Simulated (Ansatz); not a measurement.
In LiH (rock salt type) the Li atom of the primitive cell, with all its periodic images, is moved by 0.06 Å along [111].

```
Li H
1.0
     0.00000    2.01000    2.01000
     2.01000    0.00000    2.01000
     2.01000    2.01000    0.00000
Li H
1 1
Direct
  0.00862 0.00862 0.00862
  0.50000 0.50000 0.50000
```

All numbers below come from HSE06, plane waves, all-electron PAW datasets generated for the crystal, point nucleus in Ansatz.

Cutoff 250 eV; exchange singularity: regularized; k-mesh 4×4×4 Γ-centred; Fermi–Dirac smearing of 0.05 eV; no spin polarisation.

Q: What force results?

A: The force on it along the displacement is -0.0591 eV/Å, a force constant of 0.98 eV/Å².

```tsv
atom	Fx (eV/Å)	Fy (eV/Å)	Fz (eV/Å)
Li1	-0.0341	-0.0341	-0.0341
H2	0.0341	0.0341	0.0341
```

The k-mesh is modest, so these values aren't fully converged in k.
